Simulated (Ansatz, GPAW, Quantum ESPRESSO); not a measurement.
# HfC: programs and potentials compared

```
CELL_PARAMETERS angstrom
3.34287 0.00000 0.00000
-1.67143 2.89501 0.00000
0.00000 0.00000 5.20271
ATOMIC_POSITIONS crystal
Hf 0.33878 0.66655 0.25622
Hf 0.67665 0.34244 0.74911
C 0.00969 0.00677 0.49964
C 0.00129 0.99478 0.00306
```

The cell comes from a database or a generator and needn't be the stable form of this composition.

Atoms were shifted at random by some hundredths of an Å from the given cell, which wasn't relaxed again for these runs.

Alike in all runs: task single point; functional PBEsol; k mesh 9 × 9 × 5; occupations fermi-dirac, width 0.05 eV; no spin polarisation; no spin-orbit coupling. Pressure is positive in compression and, in plane waves, holds the error of the finite cutoff, which Ansatz's Pulay term estimates and takes out.

| program and potentials | plane-wave cutoff (eV) | notes | pressure (GPa) | largest force (eV/Å) | energy over the undisturbed cell (meV/atom) |
| --- | --- | --- | --- | --- | --- |
| Ansatz, Ansatz PAW | 420 | potentials made for PBE, which Ansatz adapts in part; 15 valence electrons an atom on average; Pulay term of +0.23 GPa included | -7.22 | 0.643 | 4.76 |
| Quantum ESPRESSO, GBRV 1.5 PBEsol | 612 | 8 valence electrons an atom on average | -7.08 | 0.648 | 4.82 |
| Ansatz, all-electron LAPW, scalar-relativistic | - | - | ? | ? | - |
| GPAW, PAW data sets generated for this functional | 800 | 8 valence electrons an atom on average | -6.15 | 0.654 | 4.89 |

**Question.** Estimate from the other rows what the run with Ansatz, all-electron LAPW, scalar-relativistic gave.

**Answer.** Pressure -7.17 GPa; largest force 0.642 eV/Å. The other rows, which needn't bracket it: pressure -7.22 to -6.15; largest force 0.643 to 0.654; energy over the undisturbed cell 4.76 to 4.89.
